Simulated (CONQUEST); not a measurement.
# MnO: single point with PBEsol

The system is MnO.

```
Mn O
1.0
     3.14508    0.00000    0.00000
     0.00000    3.14508    0.00000
     0.00000    0.00000    4.44782
Mn O
2 2
Cartesian
  0.0000 0.0000 0.0000
  1.5725 1.5725 2.2239
  0.0000 0.0000 2.2239
  1.5725 1.5725 0.0000
```

The cell is a database's computed one.

| Property | Result |
| --- | --- |
| Program | CONQUEST 1.3 |
| Task | single point |
| Functional | PBEsol |
| Potentials or basis | PseudoDojo NC PBEsol, DZP, grid cutoff 150 Ha |
| k mesh | 8 × 8 × 6 |
| Occupations | fermi-dirac, width 0.05 eV |
| Spin | collinear spin, ferromagnetic start |
| Starting moments | [4.0, 4.0, 0.0, 0.0] μB |

```json
{
  "Pressure": "-5.5 GPa",
  "Band gap on the k mesh": "none (metal or under the smearing width)",
  "Net moment": "9.57 μB per cell",
  "Site moments": "Mn +4.62; O +0.17 μB",
  "Mulliken charges": "Mn +0.91; O -0.91 e"
}
```

Stress tensor (GPa, compression positive):
```
-5.52  0.00  0.00
 0.00 -5.52  0.00
 0.00  0.00 -5.34
```

Levels at points of the mesh, in eV from the Fermi level:
Spin up:
```csv
k point,band 23,band 24,band 25,band 26,band 27,band 28,band 29,band 30
"(0.00, 0.00, 0.00)",-2.29,-2.07,-2.07,-1.93,-0.56,5.02,8.06,11.12
"(0.00, 0.00, 0.50)",-2.09,-2.09,-1.63,-1.63,3.42,3.42,11.61,11.61
"(0.00, 0.50, 0.00)",-1.71,-1.71,0.16,0.16,4.80,4.80,9.11,9.11
"(0.00, 0.50, 0.50)",0.21,0.21,0.22,0.22,3.61,3.61,7.78,7.78
"(0.50, 0.00, 0.00)",-1.71,-1.71,0.16,0.16,4.80,4.80,9.11,9.11
"(0.50, 0.00, 0.50)",0.21,0.21,0.22,0.22,3.61,3.61,7.78,7.78
"(0.50, 0.50, 0.00)",-2.07,-2.07,-1.93,-1.93,5.02,5.02,8.06,8.06
"(0.50, 0.50, 0.50)",-2.01,-2.01,-0.95,-0.95,7.11,7.11,8.49,8.49
```
Spin down:
```tsv
k point	band 12	band 13	band 14	band 15	band 16	band 17	band 18	band 19	band 20	band 21
(0.00, 0.00, 0.00)	-4.29	-4.29	-3.29	-3.28	-3.28	-0.79	0.71	0.81	0.81	0.81
(0.00, 0.00, 0.50)	-5.92	-3.95	-3.95	-3.95	-3.95	-0.03	-0.03	1.76	1.76	1.85
(0.00, 0.50, 0.00)	-6.53	-5.07	-5.07	-4.71	-4.71	1.60	1.60	1.72	1.72	1.91
(0.00, 0.50, 0.50)	-7.40	-4.80	-4.80	-4.80	-4.80	2.01	2.01	2.06	2.06	2.06
(0.50, 0.00, 0.00)	-6.53	-5.07	-5.07	-4.71	-4.71	1.60	1.60	1.72	1.72	1.91
(0.50, 0.00, 0.50)	-7.40	-4.80	-4.80	-4.80	-4.80	2.01	2.01	2.06	2.06	2.06
(0.50, 0.50, 0.00)	-6.44	-4.29	-4.29	-4.29	-4.29	-0.79	-0.79	2.06	2.06	2.26
(0.50, 0.50, 0.50)	-5.70	-5.70	-5.70	-5.20	-5.20	1.35	1.35	1.35	1.35	2.25
```

Wall time 3.5 min on 1 thread of Intel(R) Xeon(R) 6975P-C (Granite Rapids) (shared host), peak memory 0.84 GiB.

Caveat: Mulliken charges move with the basis; the box holds several primitive cells, so bands are folded and the points are those of the box's own zone; moments can come out somewhat high in this basis; the basis of atomic orbitals isn't converged, which shifts pressures, moduli and gaps; semilocal functionals often make such compounds metallic where correlation or magnetic order opens a gap, which also shifts bond lengths; only a ferromagnetic start was run, and an antiferromagnetic order may lie lower in energy. With open d or f shells a metallic result of PBEsol can be an artefact of self-interaction; +U or a hybrid may open a gap.
